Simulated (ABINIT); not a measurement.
The system is WC (Qusongite).

```xyz
2
Lattice="2.9065 0.0000 0.0000 -1.4532 2.5171 0.0000 0.0000 0.0000 2.8366" Properties=species:S:1:pos:R:3 pbc="T T T"
W     0.0000    0.0000    0.0000
C     1.4533    0.8390    1.4183
```

- Program: ABINIT 10.8.3 (patched build)
- Task: relaxation of cell and atoms
- Functional: LDA
- Potentials or basis: JTH PAW LDA v2.0
- Cutoff: 544 eV
- k mesh: 10 × 10 × 9
- Occupations: fermi-dirac, width 0.05 eV
- Spin: no spin polarisation

At the start: pressure -9.6 GPa; volume 10.38 Å³/atom.

Problem. How do energy, volume and symmetry change on relaxing?

Solution. Over 5 steps the energy falls by 7.5 meV/atom and the volume is 10.13 Å³/atom (-2.3 %); space group P-6m2 (No. 187, to 0.05 Å).

The path:
```
step  energy change (eV)  largest force (eV/Å)  pressure (GPa)  volume (Å³)
   1              0.0000                0.0000           -9.62        20.75
   2             -0.0139                0.0000            2.66        20.15
   3             -0.0149                0.0000           -0.09        20.27
   4             -0.0149                0.0000            0.00        20.27
   5             -0.0149                0.0000            0.00        20.27
```

Final structure:
```
W C
1.0
     2.88516    0.00000    0.00000
    -1.44258    2.49862    0.00000
     0.00000    0.00000    2.81171
W C
1 1
Direct
  0.00000 0.00000 0.00000
  0.66667 0.33333 0.50000
```
